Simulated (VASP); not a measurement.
# Tl (Pm-3m) in VASP: a series of runs, part 2 of 2

VASP 6.6.1.

**4. Single point, RPBE**

This run uses another cell than the first one, of 38.63 Å³/atom, 1.040 times its volume.

INCAR

```
PREC = Accurate ; ENCUT = 520
EDIFF = 1E-6 ; ISMEAR = -1
SIGMA = 0.1 ; LREAL = False
LASPH = True ; NELM = 100
ALGO = Fast ; ISIF = 2
LWAVE = False ; LCHARG = False
GGA = RP ; NBANDS = 12
```

KPOINTS

```
regular mesh
0
Gamma
  11 11 11
```

POSCAR

```
Tl
1.0
    3.3803827384      0.0000000000      0.0000000000
    0.0000000000      3.3803827384      0.0000000000
    0.0000000000      0.0000000000      3.3803827384
Tl
1
Direct
    0.0000000000      0.0000000000      0.0000000000
```

Potentials or basis: VASP PAW PBE potentials, release 64 (Tl_d).

Run with:

```bash
$ cat potpaw_PBE.64/Tl_d/POTCAR > POTCAR
$ mpirun -np 1 vasp_std > vasp.out
```

OUTCAR:

```text
PREC = Accurate
   ENCUT = 520
   EDIFF = 1E-6
   ISMEAR = -1
   LREAL = False
   LASPH = True
   NELM = 100
   ISIF = 2
   GGA = RP

 ion  position               nearest neighbor table
   1  0.000  0.000  0.000-

  LATTYP: Found a simple cubic cell.
 ALAT       =     3.3803827384

  Lattice vectors:

 A1 = (   3.3803827384,   0.0000000000,   0.0000000000)
 A2 = (   0.0000000000,   3.3803827384,   0.0000000000)
 A3 = (   0.0000000000,   0.0000000000,   3.3803827384)

Analysis of symmetry for initial positions (statically):
=====================================================================
 Subroutine PRICEL returns:
 Original cell was already a primitive cell.

 Routine SETGRP: Setting up the symmetry group for a
 simple cubic supercell.

 Subroutine GETGRP returns: Found 48 space group operations
 (whereof 48 operations were pure point group operations)
 out of a pool of 48 trial point group operations.

The static configuration has the point symmetry O_h .

Analysis of symmetry for dynamics (positions and initial velocities):
[... 165 lines left out ...]

 k-point     1 :       0.0000    0.0000    0.0000
  band No.  band energies     occupation
      1      -7.8722      2.00000
      2      -7.8722      2.00000
      3      -7.2329      2.00000
      4      -7.2329      2.00000
      5      -7.2329      2.00000
      6      -4.5700      2.00000
      7      10.0627      0.00000
      8      10.0627      0.00000
      9      10.0627      0.00000
     10      12.2849      0.00000
     11      14.1372      0.00000
     12      14.1372      0.00000
[... 331 lines left out ...]
 k-point    24 :       0.2727    0.0909    0.0909
  band No.  band energies     occupation
      1      -7.7935      2.00000
      2      -7.5917      2.00000
      3      -7.3561      2.00000
      4      -7.3515      2.00000
      5      -7.2529      2.00000
      6      -3.3941      2.00000
      7       4.9643      0.00079
      8       9.7443      0.00000
      9      10.0245      0.00000
     10      15.1372      0.00000
     11      15.6079      0.00000
     12      17.4695      0.00000

 [... further k-points ...]

------------------------ aborting loop because EDIFF is reached ----------------------------------------

  FORCE on cell =-STRESS in cart. coord.  units (eV):
  Direction    XX          YY          ZZ          XY          YZ          ZX
  --------------------------------------------------------------------------------------
  -------------------------------------------------------------------------------------
  Total       -0.1443186     -0.1443186     -0.1443186      0.0000000      0.0000000      0.0000000
  in kB       -5.9859796     -5.9859796     -5.9859796      0.0000000      0.0000000      0.0000000
  external PRESSURE =      -5.9859796 kB  Pullay stress =       0.0000000 kB

 VOLUME and BASIS-vectors are now :
 -----------------------------------------------------------------------------
  energy-cutoff  :      520.00
  volume of cell :       38.63
      direct lattice vectors                 reciprocal lattice vectors
     3.380382738  0.000000000  0.000000000     0.295824490  0.000000000  0.000000000
     0.000000000  3.380382738  0.000000000     0.000000000  0.295824490  0.000000000
     0.000000000  0.000000000  3.380382738     0.000000000  0.000000000  0.295824490

 POSITION                                       TOTAL-FORCE (eV/Angst)
 -----------------------------------------------------------------------------------
      0.00000      0.00000      0.00000         0.000000      0.000000      0.000000
 -----------------------------------------------------------------------------------
    total drift:                               -0.000000     -0.000000     -0.000000

  FREE ENERGIE OF THE ION-ELECTRON SYSTEM (eV)
  ---------------------------------------------------
  free  energy   TOTEN  =        -1.7227504955 eV

  energy  without entropy=       -1.7002576421  energy(sigma->0) =       -1.71150407
```

OSZICAR:

```text
N       E                     dE             d eps       ncg     rms          rms(c)
DAV:   1     0.494112038028E+02    0.49411E+02   -0.65125E+03  1416   0.906E+02
DAV:   2    -0.112689298759E+01   -0.50538E+02   -0.49602E+02  1532   0.201E+02
DAV:   3    -0.172504629921E+01   -0.59815E+00   -0.59687E+00  1592   0.202E+01
DAV:   4    -0.172865503980E+01   -0.36087E-02   -0.36085E-02  1504   0.177E+00
DAV:   5    -0.172871415767E+01   -0.59118E-04   -0.59118E-04  1600   0.223E-01    0.123E+00
RMM:   6    -0.172269628358E+01    0.60179E-02   -0.11387E-02  1354   0.873E-01    0.871E-01
RMM:   7    -0.172262390409E+01    0.72379E-04   -0.74172E-03  1418   0.764E-01    0.345E-01
RMM:   8    -0.172274990122E+01   -0.12600E-03   -0.70711E-04  1481   0.194E-01    0.354E-02
RMM:   9    -0.172274671054E+01    0.31907E-05   -0.38524E-05  1489   0.545E-02    0.193E-02
RMM:  10    -0.172275041335E+01   -0.37028E-05   -0.10077E-05  1494   0.275E-02    0.604E-04
RMM:  11    -0.172275049550E+01   -0.82149E-07   -0.72939E-07  1064   0.918E-03
   1 F= -.17227505E+01 E0= -.17115041E+01  d E =-.224929E-01
```

stdout:

```text
POSCAR found type information on POSCAR Tl
 POSCAR found :  1 types and       1 ions
 scaLAPACK will be used
 -----------------------------------------------------------------------------
|                                                                             |
|                                                                             |
|     You enforced a specific xc type in the INCAR file but a different       |
|     I HOPE YOU KNOW WHAT YOU ARE DOING!                                     |
|                                                                             |
 -----------------------------------------------------------------------------

 LDA part: xc-table for (Slater+PW92), standard interpolation
 POSCAR, INCAR and KPOINTS ok, starting setup
 FFT: planning ... GRIDC
 FFT: planning ... GRID_SOFT
 FFT: planning ... GRID
 WAVECAR not read
 entering main loop
```

It took 8.1 s on 1 thread of Intel Xeon 6975P-C (Granite Rapids), shared host; peak memory 0.16 GiB.

What came out:

| Property | Result |
| --- | --- |
| Free energy | -1.7228 eV |
| Pressure | -0.6 GPa |
| Band gap on the k mesh | none (metal or under the smearing width) |

Levels at points of the mesh, in eV from the Fermi level:
```csv
k point,band 4,band 5,band 6,band 7,band 8,band 9
"(0.00, 0.00, 0.00)",-11.41,-11.41,-8.75,5.88,5.88,5.88
```

Caveat: the PAW data sets were made with another functional, which shifts forces and pressure a little. Spin-orbit coupling is left out, which matters for the levels of Tl.

**5. Overview**

```tsv
cell	k mesh	gap on the mesh (eV)	pressure (GPa)
Pm-3m, 37.14 Å³/atom	15 × 15 × 15	none	0.0
Pm-3m, 41.6 Å³/atom	11 × 11 × 11	none	-1.4
Pm-3m, 38.63 Å³/atom	11 × 11 × 11	none	-0.6
```

Alike in all rows: task single point; level RPBE; potentials or basis VASP PAW PBE potentials, release 64 (Tl_d); no spin polarisation; cutoff (eV) 520; smearing fermi-dirac 0.1 eV.

Every run on the cell as given and a fine mesh finds a metal.

Caveats: the PAW data sets were made with another functional, which shifts forces and pressure a little.

Total energies depend on the potentials used, so only differences within one code and one set of settings carry meaning.
